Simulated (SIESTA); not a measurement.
**Input and output of a self-consistent single point for CsPbI3 (Pm-3m, 5 atoms in the cell) (SIESTA)**

Method: GGA PBE, numerical atomic orbitals DZP, PseudoDojo PBE standard norm-conserving potentials (rewritten from UPF to PSML) (SIESTA).

This input was run:

```
# files in the folder: Cs.psml Pb.psml I.psml (PseudoDojo PBE standard)
SystemName  CsPbI3
SystemLabel cspbi3

NumberOfAtoms                5
NumberOfSpecies              3
%block ChemicalSpeciesLabel
  1 55 Cs
  2 82 Pb
  3 53 I
%endblock ChemicalSpeciesLabel
LatticeConstant              1.0 Ang
%block LatticeVectors
     6.258550000    0.000000000    0.000000000
     0.000000000    6.258550000    0.000000000
     0.000000000    0.000000000    6.258550000
%endblock LatticeVectors
AtomicCoordinatesFormat      Ang
%block AtomicCoordinatesAndAtomicSpecies
     0.000000000    0.000000000    0.000000000  1
     3.129275000    3.129275000    3.129275000  2
     3.129275000    0.000000000    3.129275000  3
     0.000000000    3.129275000    3.129275000  3
     3.129275000    3.129275000    0.000000000  3
%endblock AtomicCoordinatesAndAtomicSpecies

XC.functional                GGA
XC.authors                   PBE
PAO.BasisSize                DZP
PAO.EnergyShift              0.005 Ry
MeshCutoff                   300 Ry
%block kgrid.MonkhorstPack
    4   0   0  0.0
    0   4   0  0.0
    0   0   4  0.0
%endblock kgrid.MonkhorstPack
OccupationFunction           FD
ElectronicTemperature        0.01 eV

MaxSCFIterations             150
SCF.Mixer.Method             Pulay
SCF.Mixer.Weight             0.25
SCF.Mixer.History            6
SCF.DM.Tolerance             1.0E-05
Diag.ParallelOverK           true
WriteForces                  true
Charge.Mulliken              end
```

Log, with long lists cut:

```
reinit: Reading from file input.fdf

reinit: System Name: CsPbI3
reinit: System Label: cspbi3

coor:   Atomic-coordinates input format  =     Cartesian coordinates
coor:                                          (in Angstroms)

siesta: Atomic coordinates (Bohr) and species
siesta:      0.00000   0.00000   0.00000  1        1
siesta:      5.91347   5.91347   5.91347  2        2
siesta:      5.91347   0.00000   5.91347  3        3
siesta:      0.00000   5.91347   5.91347  3        4
siesta:      5.91347   5.91347   0.00000  3        5

siesta: System type = bulk

initatomlists: Number of atoms, orbitals, and projectors:      5    66   140

siesta: ******************** Simulation parameters ****************************
redata: Spin configuration                          = none
redata: Time-Reversal Symmetry                      = T
redata: Number of Atomic Species                    =        3
redata: Mesh Cutoff                                 =   300.0000 Ry
redata: Net charge of the system                    =     0.0000 |e|
redata: Min. number of SCF Iter                     =        0
redata: Max. number of SCF Iter                     =      150
redata: SCF convergence failure will abort job
redata: SCF mix quantity                            = Hamiltonian
redata: Mix DM or H after convergence               =   F
redata: Recompute H after scf cycle                 =   F
redata: Mix DM in first SCF step                    =   T
redata: No kicks to SCF
redata: DM Mixing Weight for Kicks                  =     0.5000
redata: Require Harris convergence for SCF          =   F
redata: Harris energy tolerance for SCF             =     0.000100 eV
redata: Require DM convergence for SCF              =   T
redata: DM tolerance for SCF                        =     0.000010
redata: Require EDM convergence for SCF             =   F
redata: EDM tolerance for SCF                       =     0.001000 eV
   [... lines left out ...]
diag: Parallel distribution                         =     1 x     1
diag: Used triangular part                          = Lower
diag: Absolute tolerance                            =  0.100E-15
diag: Orthogonalization factor                      =  0.100E-05
diag: Memory factor                                 =  1.0000

superc: Internal auxiliary supercell:     5 x     5 x     5  =     125
superc: Number of atoms, orbitals, and projectors:    625   8250  17500

                        Single-point calculation

superc: Internal auxiliary supercell:     5 x     5 x     5  =     125
superc: Number of atoms, orbitals, and projectors:    625   8250  17500

outcell: Unit cell vectors (Ang):
        6.258550    0.000000    0.000000
        0.000000    6.258550    0.000000
        0.000000    0.000000    6.258550

outcell: Cell vector modules (Ang)   :    6.258550    6.258550    6.258550
outcell: Cell angles (23,13,12) (deg):     90.0000     90.0000     90.0000
outcell: Cell volume (Ang**3)        :    245.1439
new_DM -- step:     1
Initializing Density Matrix...

Attempting to read DM from file... Failed...
DM filled with atomic data:

InitMesh: MESH = 72 x 72 x 72 = 373248
InitMesh: Mesh cutoff (required, used) =   300.000   365.780 Ry

stepf: Fermi-Dirac step function
        iscf     Eharris(eV)        E_KS(eV)     FreeEng(eV)     dDmax    Ef(eV) dHmax(eV)
   scf:    1    -3598.615153    -3596.565384    -3596.565384  0.797033 -3.429636  3.870546
   scf:    2    -3597.199962    -3596.906225    -3596.906225  0.037900 -3.826981  2.171556
   scf:    3    -3597.124929    -3597.051264    -3597.051264  0.051826 -4.389638  0.296190
   scf:    4    -3597.057165    -3597.055153    -3597.055153  0.014072 -4.535243  0.120421
   scf:    5    -3597.055782    -3597.055650    -3597.055650  0.004277 -4.582587  0.031666
   scf:    6    -3597.055737    -3597.055708    -3597.055708  0.001862 -4.587358  0.004746
   scf:    7    -3597.055706    -3597.055707    -3597.055707  0.000322 -4.583363  0.005663
   scf:    8    -3597.055710    -3597.055709    -3597.055709  0.000152 -4.585397  0.000191
   scf:    9    -3597.055709    -3597.055709    -3597.055709  0.000015 -4.585450  0.000004
   scf:   10    -3597.055709    -3597.055709    -3597.055709  0.000000 -4.585449  0.000003
SCF Convergence by DM+H criterion
max |DM_out - DM_in|         :     0.0000003355
max |H_out - H_in|      (eV) :     0.0000026045
SCF cycle converged after 10 iterations

Using DM_out to compute the final energy and forces

siesta: E_KS(eV) =            -3597.0557

siesta: E_KS - E_eggbox =     -3597.0557

siesta: Atomic forces (eV/Ang):
     1   -0.000000    0.000000    0.000000
     2    0.000000    0.000000   -0.000000
     3    0.000000    0.000000    0.000000
     4   -0.000000    0.000000    0.000000
     5   -0.000000    0.000000    0.000000
   Tot   -0.000000    0.000000    0.000000
   Max    0.000000
   Res    0.000000    sqrt( Sum f_i^2 / 3N )
   Max    0.000000    constrained

Stress tensor Voigt[x,y,z,yz,xz,xy] (kbar):      -14.58      -14.58      -14.58       -0.00        0.00        0.00
(Free)E + p*V (eV/cell)    -3594.8253
Target enthalpy (eV/cell)    -3597.0557

siesta: Program's energy decomposition (eV):
siesta: Ebs     =      -598.722217
siesta: Eions   =      4834.584935
siesta: Ena     =       954.898128
siesta: Ekin    =      1339.791438
siesta: Enl     =       -29.825348
siesta: Eso     =         0.000000
siesta: Edftu   =         0.000000
siesta: DEna    =        16.039420
siesta: DUscf   =         0.558529
siesta: DUext   =         0.000000
siesta: Ex      =      -962.096681
siesta: Ec      =       -81.836259
siesta: Exc     =     -1043.932939
siesta: Eharris =     -3597.055709
siesta: Etot    =     -3597.055709
siesta: FreeEng =     -3597.055709

siesta: Stress tensor (static) (eV/Ang**3):
siesta:    -0.009098    0.000000    0.000000
siesta:     0.000000   -0.009098   -0.000000
siesta:     0.000000   -0.000000   -0.009098

siesta: Cell volume =        245.143949 Ang**3

siesta: Pressure (static):
siesta:                Solid            Molecule  Units
siesta:           0.00009909          0.00009909  Ry/Bohr**3
siesta:           0.00909844          0.00909844  eV/Ang**3
siesta:          14.57730046         14.57730046  kBar

mulliken: Atomic and Orbital Populations:

Species: Cs
Atom  Qatom  Qorb
               5s      6s      6s      5py     5pz     5px     6py     6pz
               6px
   1  8.797   2.004   0.327  -0.057   2.001   2.001   2.001   0.173   0.173
              0.173

Species: Pb
Atom  Qatom  Qorb
               6s      6s      6py     6pz     6px     6py     6pz     6px
               5dxy    5dyz    5dz2    5dxz    5dx2-y2 6dxy    6dyz    6dz2
               6dxz    6dx2-y2
   2 14.248   1.909   0.021   0.395   0.395   0.395   0.142   0.142   0.142
              2.003   2.003   1.991   2.003   1.991   0.098   0.098   0.209

              0.098   0.209

Species: I
Atom  Qatom  Qorb
               5s      5s      5py     5pz     5px     5py     5pz     5px
               5Pdxy   5Pdyz   5Pdz2   5Pdxz   5Pdx2-y2
   3  6.985   1.708   0.106   1.462   1.790   1.790   0.067   0.009   0.009
              0.007   0.007   0.009   0.002   0.019
   4  6.985   1.708   0.106   1.790   1.790   1.462   0.009   0.009   0.067
              0.007   0.002   0.009   0.007   0.019
   5  6.985   1.708   0.106   1.790   1.462   1.790   0.009   0.067   0.009
              0.002   0.007   0.024   0.007   0.004

mulliken: Qtot =       44.000

Mulliken Atomic Populations:
Atom #   charge [q] valence [e]  Species
     1     0.203487    8.796513  Cs
     2    -0.247684   14.247684  Pb
     3     0.014732    6.985268  I
     4     0.014732    6.985268  I
     5     0.014732    6.985268  I
 Total    -0.000000
```

The run converged in 10 iterations.

The starting cell has typed, rounded lattice constants, without a prior relaxation at this level. Its lattice was rescaled by up to half a per cent. Values carry the incompleteness of an atom-centred basis.

Cost on one core of a shared machine: roughly 60 s.
